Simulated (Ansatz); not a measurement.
# Ge: the cost of one run

Method: DFT PBEsol, scalar-relativistic, plane waves, PAW, in Ansatz 0.2.0.

4 further runs of the same task are left out: 2 that didn't finish, 2 set aside as unsound or not needed.

### 1 The system as given

Symmetry: Fd-3m, No. 227, cubic system. The conventional cell has a = 5.676 Å, b = 5.676 Å, c = 5.676 Å, α = 90.00°, β = 90.00°, γ = 90.00°. Ge (site symmetry -43m) has 4 Ge at 2.46 Å as nearest neighbours.

Coordinates:

```cif
data_structure
_symmetry_space_group_name_H-M 'Fd-3m:1'
_symmetry_Int_Tables_number 227
_cell_length_a 5.6758
_cell_length_b 5.6758
_cell_length_c 5.6758
_cell_angle_alpha 90.000
_cell_angle_beta 90.000
_cell_angle_gamma 90.000
_cell_volume 182.84
loop_
_atom_site_label
_atom_site_type_symbol
_atom_site_symmetry_multiplicity
_atom_site_Wyckoff_symbol
_atom_site_fract_x
_atom_site_fract_y
_atom_site_fract_z
_atom_site_occupancy
Ge1 Ge 8 a 0.50000 0.00000 0.50000 1
```

It is the result of an earlier relaxation at this level (volume 22.86 Å³/atom; gap on the mesh: none (metal)).

### 2 Relaxing to 0.001 eV/Å, with the smearing for a metal

The response runs start from a cell at rest, found with their own mesh and filling of the bands.

Contents of input.yaml:

```yaml
crystal:
  lattice:
    - [0.0, 2.837880726, 2.837880726]
    - [2.837880726, 0.0, 2.837880726]
    - [2.837880726, 2.837880726, 0.0]
  atoms:
    - { symbol: Ge, position: [0.5, 0.5, 0.5] }
    - { symbol: Ge, position: [0.75, 0.75, 0.75] }
basis:
  ecutwfc: 420
kpoints:
  mp_grid: { grid: [14, 14, 14] }
hamiltonian:
  xc: pbesol
scf:
  occupations: { method: fermi_dirac, width: 0.15 }
output:
  forces: true
  stress: true
  eigenvalues: true
relax:
  adjacent_minimum: "off"
  f_tol: 0.001
  max_steps: 60
  cell: { stress_tol: 0.01 }
```

Launch:

```sh
$ ansatz run input.yaml --threads 1 --pin off --max-ram 3072MiB --backend cpu --events-out ev --progress --plain --runs-dir out
```

What time and memory should one allow on 1 thread of AMD EPYC, shared host?

About 50 s, with a peak of 0.43 GiB.
